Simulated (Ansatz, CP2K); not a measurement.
Given: the input of a run of CP2K 2026.2 on TiSi2. Atoms were shifted at random by some hundredths of an Å from the given cell, which wasn't relaxed again for these runs. The cell comes from a database or a generator and needn't be the stable form of this composition.

File tisi2_scf.inp:

```
&GLOBAL
  PROJECT tisi2_scf
  RUN_TYPE ENERGY_FORCE
  PRINT_LEVEL LOW
&END GLOBAL
&FORCE_EVAL
  METHOD QS
  STRESS_TENSOR ANALYTICAL
  &DFT
    BASIS_SET_FILE_NAME BASIS_MOLOPT_UZH
    POTENTIAL_FILE_NAME POTENTIAL_UZH
    &MGRID
      CUTOFF 450
      REL_CUTOFF 60
      NGRIDS 5
    &END MGRID
    &QS
      METHOD GPW
      EPS_DEFAULT 1.0E-10
    &END QS
    &KPOINTS
      SCHEME MONKHORST-PACK 7 7 10
      GAMMA_CENTERED T
      SYMMETRY T
      SYMMETRY_BACKEND SPGLIB
    &END KPOINTS
    &SCF
      SCF_GUESS ATOMIC
      EPS_SCF 1.0E-6
      MAX_SCF 100
      ADDED_MOS 15
      CHOLESKY OFF
      EPS_EIGVAL 1.0E-7
      &DIAGONALIZATION ON
        ALGORITHM STANDARD
      &END DIAGONALIZATION
      &MIXING ON
        METHOD BROYDEN_MIXING
        ALPHA 0.4
        BETA 1.5
        NBUFFER 8
      &END MIXING
      &SMEAR ON
        METHOD FERMI_DIRAC
        ELECTRONIC_TEMPERATURE [K] 580.226
      &END SMEAR
    &END SCF
    &XC
      &XC_FUNCTIONAL
        &GGA_X_PBE
        &END GGA_X_PBE
        &GGA_C_PBE
        &END GGA_C_PBE
      &END XC_FUNCTIONAL
    &END XC
    &PRINT
      &KPOINTS ON
      &END KPOINTS
      &MULLIKEN ON
      &END MULLIKEN
      &MO ON
        ENERGIES T
        OCCUPATION_NUMBERS T
        &EACH
          QS_SCF 0
        &END EACH
        ADD_LAST NUMERIC
      &END MO
      &LOWDIN ON
      &END LOWDIN
      &HIRSHFELD ON
        SHAPE_FUNCTION DENSITY
      &END HIRSHFELD
      &E_DENSITY_CUBE ON
        STRIDE 1
      &END E_DENSITY_CUBE
      &V_HARTREE_CUBE ON
        STRIDE 1
      &END V_HARTREE_CUBE
      &ELF_CUBE ON
        STRIDE 1
      &END ELF_CUBE
    &END PRINT
  &END DFT
  &SUBSYS
    &CELL
      ABC 4.3746400000 4.3746405435 2.5610100000
      ALPHA_BETA_GAMMA 90.0000000000 90.0000000000 119.9999958902
      PERIODIC XYZ
    &END CELL
    &COORD
      SCALED
      Ti  -0.0001870000 -0.0028890000 0.0167320000
      Si  0.3359510000 0.6782800000 0.4893240000
      Si  0.6643630000 0.3316790000 0.4994970000
    &END COORD
    &KIND Ti
      BASIS_SET TZVP-MOLOPT-PBE-GTH-q12
      POTENTIAL GTH-PBE-q12
    &END KIND
    &KIND Si
      BASIS_SET TZVP-MOLOPT-PBE-GTH-q4
      POTENTIAL GTH-PBE-q4
    &END KIND
    &PRINT
      &ATOMIC_COORDINATES ON
      &END ATOMIC_COORDINATES
      &CELL ON
      &END CELL
    &END PRINT
  &END SUBSYS
  &PRINT
    &FORCES ON
    &END FORCES
    &STRESS_TENSOR ON
    &END STRESS_TENSOR
  &END PRINT
&END FORCE_EVAL
```

Potentials or basis: POTENTIAL_UZH Ti GTH-PBE-q12, Si GTH-PBE-q4; TZVP-MOLOPT-PBE-GTH basis.

Launch:

```bash
$ OMP_NUM_THREADS=1 cp2k.psmp -i tisi2_scf.inp -o tisi2_scf.out
```

**Question.** Set up the same calculation for Ansatz 0.2.0. Potentials or basis there: all-electron LAPW, scalar-relativistic.

**Answer.** As run (cutoffs and basis follow the program's own potentials, and thresholds, step limits or extra output files can differ):

Contents of input.yaml:

```yaml
crystal:
  lattice:
    - [4.37464, 0.0, 0.0]
    - [-2.18732, 3.78855, 0.0]
    - [0.0, 0.0, 2.56101]
  atoms:
    - { symbol: Ti, position: [-0.000187, -0.002889, 0.016732] }
    - { symbol: Si, position: [0.335951, 0.67828, 0.489324] }
    - { symbol: Si, position: [0.664363, 0.331679, 0.499497] }
kpoints:
  mp_grid: { grid: [7, 7, 10] }
scf:
  occupations: { method: fermi_dirac, width: 0.05 }
hamiltonian:
  xc: pbe
  pseudopotentials: { kind: all_electron, lapw: { basis_error: 0.001 } }
output:
  forces: true
  stress: true
  eigenvalues: true
  populations: true
```

Potentials or basis: all-electron LAPW, scalar-relativistic.

The run is started by

```console
$ ansatz run input.yaml --threads 2 --pin off --max-ram 6144MiB --backend cpu --events-out ev --progress --plain --runs-dir out
```

Both were run:

|  | CP2K | Ansatz |
| --- | --- | --- |
| Pressure | -0.2 GPa | 0.1 GPa |
| Largest force | 0.380 eV/Å | 0.379 eV/Å |

Where Ansatz's input types no cutoff or centring, it takes its own default and a Γ-centred mesh.

Pressure is positive in compression.
